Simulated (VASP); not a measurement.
Set up this calculation in VASP 6.6.1, as the native input.

```yaml
Task: single point
Functional: PBEsol
Potentials_or_basis: VASP PAW PBE potentials, release 64 (Si, O)
Cutoff: 700 eV
k_mesh: 6 × 6 × 8
Occupations: gaussian, width 0.02 eV
Spin: no spin polarisation
Further_INCAR_settings: ALGO = Normal; EDIFF = 1e-06
```

The structure of SiO2 lies in POSCAR:

```
SiO2
1.0
    4.1922600000      0.0000000000      0.0000000000
    0.0000000000      4.1922600000      0.0000000000
    0.0000000000      0.0000000000      2.6825200000
Si O
2 4
Direct
    0.0000000000      0.0000000000      0.0000000000
    0.5000000000      0.5000000000      0.5000000000
    0.3058400000      0.3058400000      0.0000000000
    0.1941600000      0.8058400000      0.5000000000
    0.6941600000      0.6941600000      1.0000000000
    0.8058400000      0.1941600000      0.5000000000
```

One way to write it, as run:

INCAR

```
PREC = Accurate ; ENCUT = 700
EDIFF = 1E-6 ; ISMEAR = 0
SIGMA = 0.02 ; LREAL = F
LASPH = T ; NELM = 60
ALGO = Normal ; ISIF = 2
LWAVE = F ; LCHARG = T
GGA = PS ; LELF = T
LVHAR = T
```

KPOINTS

```
regular mesh
0
Gamma
  6 6 8
```

Potentials or basis: VASP PAW PBE potentials, release 64 (Si, O).

The run is started by

```bash
$ cat potpaw_PBE.64/Si/POTCAR potpaw_PBE.64/O/POTCAR > POTCAR
$ mpirun -np 1 vasp_std > vasp.out
```

Results of the run:

The pressure is 0.0 GPa and the band gap on the k mesh is 5.34 eV, direct.

Caveat: the PAW data sets were made with another functional, which shifts forces and pressure a little.

It took 39 s on 1 thread of Intel(R) Xeon(R) Platinum 8259CL CPU @ 2.50GHz (Skylake/Cascade Lake), on a shared host, peak memory 0.2 GiB.
